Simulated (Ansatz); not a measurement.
Write the native input for Ansatz 0.2.0 that does the following.

| Quantity | Value |
| --- | --- |
| Task | band structure |
| Functional | PBE |
| Potentials or basis | all-electron LAPW, relativistic spinors |
| Cutoff | 335 eV (chosen from the basis error) |
| Basis error allowed | 0.001 eV/atom |
| k mesh | 7 × 7 × 7 |
| Occupations | fermi-dirac, width 0.05 eV |
| Spin | spin-orbit coupling, no magnetisation |

The system is WC (Qusongite).

```
W C
1.0
     2.90650    0.00000    0.00000
    -1.45325    2.51710    0.00000
     0.00000    0.00000    2.83660
W C
1 1
Direct
  0.00000 0.00000 0.00000
  0.66667 0.33333 0.50000
```

One way to write it, as run:

input.yaml

```yaml
crystal:
  lattice:
    - [2.9065, 0.0, 0.0]
    - [-1.45325, 2.5171028361, 0.0]
    - [0.0, 0.0, 2.8366]
  atoms:
    - { symbol: W, position: [0.0, 0.0, 0.0] }
    - { symbol: C, position: [0.6666666667, 0.3333333333, 0.5] }
kpoints:
  mp_grid: { grid: [7, 7, 7] }
  band_path:
    path:
      - [0.0, 0.0, 0.0]
      - [0.5, 0.0, 0.0]
      - [0.3333333333, 0.3333333333, 0.0]
      - [0.0, 0.0, 0.0]
      - [0.0, 0.0, 0.5]
      - [0.5, 0.0, 0.5]
      - [0.3333333333, 0.3333333333, 0.5]
      - [0.0, 0.0, 0.5]
    npoints: 10
scf:
  occupations: { method: fermi_dirac, width: 0.05 }
hamiltonian:
  xc: pbe
  pseudopotentials: { kind: all_electron, lapw: { basis_error: 0.001 } }
magnetization:
  noncollinear: true
  spin_orbit: true
output:
  forces: true
  stress: true
  eigenvalues: true
```

Potentials or basis: all-electron LAPW, relativistic spinors.

Launch:

```sh
$ ansatz run input.yaml --threads 1 --pin off --max-ram 3072MiB --backend cpu --events-out ev --progress --plain --runs-dir out
```

It gave:

```
Pressure                : 5.7 GPa
Band gap along the path : none (metal or under the smearing width)
```

Caveat: the k mesh is thin for a metal, which can move the energy by tens of meV per atom.

Wall time 100 s on 1 thread of Arm Neoverse V2, on a shared host, peak memory 0.52 GiB.
